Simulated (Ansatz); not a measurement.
The system is Sc.

```
Sc
1.0
     3.30900    0.00000    0.00000
    -1.65450    2.86568    0.00000
     0.00000    0.00000    5.27330
Sc
2
Direct
  0.66667 0.33333 0.75000
  0.33333 0.66667 0.25000
```

| Item | Value |
| --- | --- |
| Program | Ansatz 0.2.0 |
| Task | single point |
| Functional | PBE |
| Potentials or basis | all-electron LAPW, scalar-relativistic |
| Cutoff | 167 eV (chosen from the basis error) |
| Basis error allowed | 0.001 eV/atom |
| k mesh | 9 × 9 × 5 |
| Occupations | fermi-dirac, width 0.05 eV |
| Spin | no spin polarisation |

On this cell: pressure -0.7 GPa; largest force under 0.003 eV/Å; band gap on the k mesh none (metal or under the smearing width).

The same run follows on a disturbed copy (atoms moved at random, drawn with an rms of 0.05 Å):

```
CELL_PARAMETERS angstrom
3.30900 0.00000 0.00000
-1.65450 2.86568 0.00000
0.00000 0.00000 5.27330
ATOMIC_POSITIONS crystal
Sc 0.66919 0.32393 0.74631
Sc 0.33512 0.66578 0.24690
```

**Question.** What changes?

**Answer.** The energy (extrapolated to zero smearing) moves by +0.2 meV/atom; pressure -0.7 GPa; largest force 0.038 eV/Å; band gap on the k mesh none (metal or under the smearing width).

Forces on the atoms (eV/Å):
```
Sc  -0.020  0.030  0.011
Sc   0.020 -0.030 -0.011
```

Stress tensor (GPa, compression positive):
```
-0.27  0.07  0.00
 0.07 -0.06  0.00
 0.00  0.00 -1.68
```
